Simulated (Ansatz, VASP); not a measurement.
**V in VASP and in Ansatz**

```
V
1.0
    -1.47942    1.47942    1.47942
     1.47942   -1.47942    1.47942
     1.47942    1.47942   -1.47942
V
1
Direct
  0.00000 0.00000 0.00000
```

Alike in both runs: functional PBEsol; k mesh 20 × 20 × 20; occupations gaussian, width 0.1 eV; no spin polarisation.

Ansatz relaxed the structure, and its values are those at the end. VASP's run is a single point on that final structure, the one shown.

|  | VASP | Ansatz |
| --- | --- | --- |
| version | VASP 6.6.1 | Ansatz 0.2.0 |
| potentials or method | VASP PAW PBE potentials, release 64 (V_sv) | scalar-relativistic, plane waves, PAW |
| plane-wave cutoff (eV) | 520 | 420 |
| valence electrons in the cell | 13 | 13 |

Ansatz gave:

- gap on the k mesh at the Fermi level (eV): none
- pressure (GPa): 0.0

Which values does VASP return?

gap on the k mesh at the Fermi level (eV): none; pressure (GPa): 0.3.

A gap of «none» marks a metal or a gap that the smearing closes.

Caveats: the PAW data sets were made with another functional, which shifts forces and pressure a little (VASP).
